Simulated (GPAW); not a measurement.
GaAs:

```xyz
2
Lattice="0.0000 2.8268 2.8268 2.8268 0.0000 2.8268 2.8268 2.8268 0.0000" Properties=species:S:1:pos:R:3 pbc="T T T"
As    4.2403    4.2403    4.2403
Ga    0.0000    0.0000    0.0000
```

| Property | Result |
| --- | --- |
| Program | GPAW 26.7.0 |
| Task | relaxation of cell and atoms |
| Functional | BLYP |
| Dispersion | D3(BJ) |
| Potentials or basis | PAW data sets generated in the run's folder for this functional |
| Cutoff | 600 eV |
| Basis | pw |
| k mesh | 8 × 8 × 8 |
| Occupations | fermi-dirac, width 0.05 eV |
| Spin | no spin polarisation |

At the start: pressure 1.8 GPa; volume 22.59 Å³/atom.

Problem. Where does the relaxation end?

Solution. Over 3 steps the energy falls by 3.2 meV/atom and the volume is 23.16 Å³/atom (+2.5 %); space group F-43m (No. 216, to 0.05 Å).

Step by step:
```
step  energy change (eV)  largest force (eV/Å)  pressure (GPa)  volume (Å³)
   1              0.0000                0.0000            1.83        45.18
   2             -0.0025                0.0000            1.42        45.43
   3             -0.0065                0.0000            0.05        46.32
```

Final structure:
```
CELL_PARAMETERS angstrom
0.00000 2.85037 2.85037
2.85037 0.00000 2.85037
2.85037 2.85037 0.00000
ATOMIC_POSITIONS crystal
As 0.75000 0.75000 0.75000
Ga 0.00000 0.00000 0.00000
```

Caveat: later steps reuse the first step's grids.
